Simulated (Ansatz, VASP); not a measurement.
# Two plane-wave programs on SiO

Contents of INCAR:

```
SYSTEM = SiO
PREC = Accurate
ENCUT = 520
EDIFF = 1E-7
ISMEAR = -1
SIGMA = 0.05
LREAL = .False.
LASPH = .True.
NELM = 100
ALGO = Normal
ISIF = 2
LWAVE = .False.
LCHARG = .True.
GGA = PE
LELF = .True.
LVHAR = .True.
NBANDS = 12
```

The input KPOINTS:

```
regular mesh
0
Gamma
  9 9 9
  0 0 0
```

Contents of POSCAR:

```
SiO
1.0
    2.8069700000      0.0000000000      0.0000000000
    0.0000000000      2.8069700000      0.0000000000
    0.0000000000      0.0000000000      2.8069700000
Si O
1 1
Direct
    0.0000000000      0.0000000000      0.0000000000
    0.5000000000      0.5000000000      0.5000000000
```

Contents of input.yaml:

```yaml
crystal:
  lattice:
    - [2.80697, 0.0, 0.0]
    - [0.0, 2.80697, 0.0]
    - [0.0, 0.0, 2.80697]
  atoms:
    - { symbol: Si, position: [0.0, 0.0, 0.0] }
    - { symbol: O, position: [0.5, 0.5, 0.5] }
hamiltonian:
  xc: pbe
  pseudopotentials: { kind: paw }
kpoints:
  mp_grid: { grid: [9, 9, 9] }
scf:
  occupations: { method: fermi_dirac, width: 0.05 }
output:
  forces: true
  stress: true
  eigenvalues: true
  write_density: true
  write_potential: true
  elf: true
  volumetric_format: npy
```

The cell was built by a generator and needn't be a form met in nature.

Alike in both runs: task single point; functional PBE; k mesh 9 × 9 × 9; occupations fermi-dirac, width 0.05 eV; no spin polarisation.

|  | VASP | Ansatz |
| --- | --- | --- |
| version | VASP 6.6.1 | Ansatz 0.2.0 |
| potentials or method | VASP PAW PBE potentials, release 64 (Si, O) | Ansatz PAW |
| plane-wave cutoff (eV) | 520 | 420 |
| valence electrons in the cell | 10 | 10 |

|  | VASP | Ansatz | Ansatz less VASP |
| --- | --- | --- | --- |
| gap on the k mesh at the Fermi level (eV) | none | none | - |
| pressure (GPa) | 0.1 | 0.1 | +0.06 |

A gap of «none» marks a metal or a gap that the smearing closes. The functional is the same, so the differences come from potentials, cutoffs and numerics.

Caveats: the pressure holds a Pulay correction of +0.6 GPa for the finite cutoff (Ansatz).
